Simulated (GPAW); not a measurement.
Crystal: SnSe, a slab with vacuum.

```
CELL_PARAMETERS angstrom
4.28533 0.00000 0.00000
0.00000 4.28533 0.00000
0.00000 0.00000 10.99069
ATOMIC_POSITIONS crystal
Sn 0.00000 0.50000 0.62777
Sn 0.50000 0.00000 0.37223
Se 0.00000 0.50000 0.38396
Se 0.50000 0.00000 0.61604
```

Base run:

- Program: GPAW 26.7.0
- Functional: r2SCAN
- Potentials or basis: GPAW PAW data sets (gpaw-data 1.2.1)
- Cutoff: 600 eV
- Basis: pw
- k mesh: 5 × 5 × 2
- Occupations: fermi-dirac, width 0.05 eV
- Spin: no spin polarisation

Its results: band gap on the k mesh 1.18 eV, direct; largest force 0.028 eV/Å.

Problem. The run is repeated on the same cell with these changes: functional from r2SCAN to LDA; potentials or basis from GPAW PAW data sets (gpaw-data 1.2.1) to the program's PAW data sets (release 1.2.1) made for this functional. What comes out?

Solution. Band gap on the k mesh 0.82 eV, direct; largest force 0.245 eV/Å.

Caveats: spin-orbit coupling is left out, which moves the levels of the heavy elements; the PAW data sets were made with another functional, which shifts forces and pressure a little (some runs).

A k mesh can miss the band edges.

Not every run made on this cell is shown here.
